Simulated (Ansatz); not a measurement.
# PbS: the cost of one run

Method: DFT PBE, scalar-relativistic, plane waves, PAW, in Ansatz 0.2.0.

**1. The starting structure**

The structure is tetragonal, space group I4mm (No. 107). The conventional cell has a = 4.249 Å, b = 4.249 Å, c = 6.011 Å, α = 90.00°, β = 90.00°, γ = 90.00°. Around Pb (site symmetry 4mm) lie 6 S at 2.98 to 3.03 Å. S (site symmetry 4mm) is surrounded by 6 Pb at 2.98 to 3.03 Å.

Coordinates:

```
Pb S
1.0
    -2.12453    2.12453    3.00541
     2.12453   -2.12453    3.00541
     2.12453    2.12453   -3.00541
Pb S
1 1
Direct
  0.25231 0.25231 0.00000
  0.74769 0.74769 0.00000
```

It is the end of an earlier relaxation with the same method, from a generated guess; it needn't be the stable form of this composition. At a tolerance of 0.02 Å it has space group I4mm (No. 107); it has 27.13 Å³/atom, an uncorrected energy of -0.55 eV/atom over the elements and, on its mesh, gap 0.50 eV.

**2. The cell scaled to 0.97 of its volume**

Input file input.yaml:

```yaml
crystal:
  lattice:
    - [-2.1030728557, 2.1030728557, 2.9750487125]
    - [2.1030728557, -2.1030728557, 2.9750487125]
    - [2.1030728557, 2.1030728557, -2.9750487125]
  atoms:
    - { symbol: Pb, position: [0.2523050968, 0.2523050968, 0.0] }
    - { symbol: S, position: [0.7476949032, 0.7476949032, 0.0] }
basis:
  ecutwfc: 420
kpoints:
  mp_grid: { grid: [12, 12, 12] }
hamiltonian:
  xc: pbe
scf:
  occupations: { method: gaussian, width: 0.02 }
output:
  forces: true
  stress: true
  eigenvalues: true
  write_density: true
  write_potential: true
  elf: true
  volumetric_format: npy
relax:
  adjacent_minimum: "off"
  f_tol: 0.01
  max_steps: 30
  cell: { stress_tol: 0.1, fix: [volume] }
```

Launch:

```bash
ansatz run input.yaml --threads 1 --pin off --max-ram 2560MiB --backend cpu --events-out ev --progress --plain --runs-dir out
```

What time and memory should one allow on 1 thread of Arm Neoverse V1, shared host?

About 60 s, with a peak of 0.45 GiB.
